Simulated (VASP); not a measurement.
# LiF (Griceite) (Fm-3m) in VASP: a series of runs, part 2 of 2

VASP 6.6.1.

## Step 3: Relaxation of the atoms, PBEsol (a relaxed cell with its volume scaled by 1.04)

INCAR

```
PREC = Accurate
ENCUT = 600
EDIFF = 1E-7
ISMEAR = 0
SIGMA = 0.03
LREAL = F
LASPH = T
NELM = 80
ALGO = Fast
ISIF = 2
LWAVE = F
LCHARG = F
GGA = PS
IBRION = 2
NSW = 40
EDIFFG = -0.01
```

KPOINTS

```
Automatic mesh
0
Gamma
  12 12 12
```

POSCAR

```
LiF                                     
1.0
    0.0000000000      2.0247785610      2.0247785610
    2.0247785610      0.0000000000      2.0247785610
    2.0247785610      2.0247785610      0.0000000000
  Li              F             
     1     1
Direct
     0.0000000000000000    0.0000000000000000    0.0000000000000000
     0.5000000000000000    0.5000000000000000    0.5000000000000000
```

Potentials or basis: VASP PAW PBE potentials, release 64 (Li_sv, F).

Command:

```sh
$ cat potpaw_PBE.64/Li_sv/POTCAR potpaw_PBE.64/F/POTCAR > POTCAR
$ mpirun -np 1 vasp_std > vasp.out
```

OUTCAR:

```text
PREC = Accurate
   ENCUT = 600
   EDIFF = 1E-7
   ISMEAR = 0
   LREAL = F
   LASPH = T
   NELM = 80
   ISIF = 2
   GGA = PS
   IBRION = 2
   NSW = 40
   EDIFFG = -0.01

 ion  position               nearest neighbor table
   1  0.000  0.000  0.000-   2 2.02   2 2.02   2 2.02   2 2.02   2 2.02   2 2.02
   2  0.500  0.500  0.500-   1 2.02   1 2.02   1 2.02   1 2.02   1 2.02   1 2.02

  LATTYP: Found a face centered cubic cell.
 ALAT       =     4.0495571220

  Lattice vectors:

 A1 = (   0.0000000000,   2.0247785610,   2.0247785610)
[... 473 lines left out ...]
      7      14.4582      0.00000
      8      17.5788      0.00000
      9      17.6475      0.00000

 [... further k-points ...]
[... 5 lines left out ...]
  --------------------------------------------------------------------------------------
  -------------------------------------------------------------------------------------
  Total       -0.2743581     -0.2743581     -0.2743581      0.0000000      0.0000000     -0.0000000
  in kB      -26.4768145    -26.4768145    -26.4768145      0.0000000      0.0000000     -0.0000000
  external PRESSURE =     -26.4768145 kB  Pullay stress =       0.0000000 kB

 VOLUME and BASIS-vectors are now :
 -----------------------------------------------------------------------------
  energy-cutoff  :      600.00
  volume of cell :       16.60
      direct lattice vectors                 reciprocal lattice vectors
     0.000000000  2.024778561  2.024778561    -0.246940584  0.246940584  0.246940584
     2.024778561  0.000000000  2.024778561     0.246940584 -0.246940584  0.246940584
     2.024778561  2.024778561  0.000000000     0.246940584  0.246940584 -0.246940584

 POSITION                                       TOTAL-FORCE (eV/Angst)
 -----------------------------------------------------------------------------------
      0.00000      0.00000      0.00000         0.000000      0.000000     -0.000000
      2.02478      2.02478      2.02478        -0.000000     -0.000000      0.000000
 -----------------------------------------------------------------------------------
    total drift:                               -0.000000     -0.000000      0.000000

  FREE ENERGIE OF THE ION-ELECTRON SYSTEM (eV)
  ---------------------------------------------------
  free  energy   TOTEN  =        -9.8527650926 eV

  energy  without entropy=       -9.8527650926  energy(sigma->0) =       -9.85276509

 reached required accuracy - stopping structural energy minimisation
```

CONTCAR:

```text
LiF
   1.00000000000000
     0.0000000000000000    2.0247785610000002    2.0247785610000002
     2.0247785610000002    0.0000000000000000    2.0247785610000002
     2.0247785610000002    2.0247785610000002    0.0000000000000000
  Li              F
     1     1
Direct
     0.0000000000000000    0.0000000000000000    0.0000000000000000
     0.5000000000000000    0.5000000000000000    0.5000000000000000

  0.00000000E+00  0.00000000E+00  0.00000000E+00
  0.00000000E+00  0.00000000E+00  0.00000000E+00
```

Run time: 6.8 s. Hardware: 1 thread of Intel Xeon 6975P-C (Granite Rapids), shared host; peak memory 0.13 GiB.

Results:

* Free energy: -9.8528 eV
* Pressure after relaxing: -2.6 GPa
* Band gap on the k mesh: 8.79 eV, direct

Final structure:
```xyz
2
Lattice="0.0000 2.0248 2.0248 2.0248 0.0000 2.0248 2.0248 2.0248 0.0000" Properties=species:S:1:pos:R:3 pbc="T T T"
Li    0.0000    0.0000    0.0000
F     2.0248    2.0248    2.0248
```

Caveat: the cutoff is under 1.25 times the usual one of these potentials, so pressure, stress and relaxed cells hold a basis-set (Pulay) error; the relaxation stopped at its first step, so nothing moved; the PAW data sets were made with another functional, which shifts forces and pressure a little. A k mesh can miss the band edges.

## Step 4: Relaxation of the atoms, PBEsol (a relaxed cell with its volume scaled by 1.06)

INCAR is that of step 3.

KPOINTS is that of step 3.

POSCAR

```
LiF                                     
1.0
    0.0000000000      2.0376755874      2.0376755874
    2.0376755874      0.0000000000      2.0376755874
    2.0376755874      2.0376755874      0.0000000000
  Li              F             
     1     1
Direct
     0.0000000000000000    0.0000000000000000    0.0000000000000000
     0.5000000000000000    0.5000000000000000    0.5000000000000000
```

Command:

```sh
$ cat potpaw_PBE.64/Li_sv/POTCAR potpaw_PBE.64/F/POTCAR > POTCAR
$ mpirun -np 1 vasp_std > vasp.out
```

It took 6.2 s on 1 thread of Intel Xeon 6975P-C (Granite Rapids), shared host; peak memory 0.13 GiB.

Results (log left out):

```
Free energy             : -9.8478 eV
Pressure after relaxing : -3.8 GPa
Band gap on the k mesh  : 8.62 eV, direct
```

Final structure:
```
CELL_PARAMETERS angstrom
0.00000 2.03768 2.03768
2.03768 0.00000 2.03768
2.03768 2.03768 0.00000
ATOMIC_POSITIONS crystal
Li 0.00000 0.00000 0.00000
F 0.50000 0.50000 0.50000
```

Levels at points of the mesh, in eV from the valence-band top:
| k point | band 2 | band 3 | band 4 | band 5 | band 6 | band 7 | band 8 | band 9 |
| --- | --- | --- | --- | --- | --- | --- | --- | --- |
| (0.00, 0.00, 0.00) | -19.77 | 0.00 | 0.00 | 0.00 | 8.62 | 23.42 | 23.70 | 23.77 |
| (0.50, 0.00, 0.00) | -19.36 | -2.45 | -0.22 | -0.22 | 10.40 | 16.16 | 18.48 | 18.48 |
| (0.50, 0.50, 0.00) | -19.11 | -2.91 | -0.96 | -0.96 | 14.31 | 16.03 | 16.93 | 19.68 |

Caveat: the cutoff is under 1.25 times the usual one of these potentials, so pressure, stress and relaxed cells hold a basis-set (Pulay) error; the relaxation stopped at its first step, so nothing moved; the PAW data sets were made with another functional, which shifts forces and pressure a little. A k mesh can miss the band edges.

## Step 5: Summary

```tsv
cell	gap on the mesh (eV)	pressure (GPa)
atoms relaxed from: a relaxed cell with its volume scaled by 1.02	8.95	-1.4
atoms relaxed from: a relaxed cell with its volume scaled by 1.04	8.79	-2.6
atoms relaxed from: a relaxed cell with its volume scaled by 1.06	8.62	-3.8
```

Alike in all rows: task relaxation of the atoms; level PBEsol; potentials or basis VASP PAW PBE potentials, release 64 (Li_sv, F); no spin polarisation; k mesh 12 × 12 × 12; cutoff (eV) 600; smearing gaussian 0.03 eV.

Caveats: the cutoff is under 1.25 times the usual one of these potentials, so pressure, stress and relaxed cells hold a basis-set (Pulay) error; the relaxation stopped at its first step, so nothing moved; the PAW data sets were made with another functional, which shifts forces and pressure a little.

Absolute energies hang on the potentials; compare differences alone.
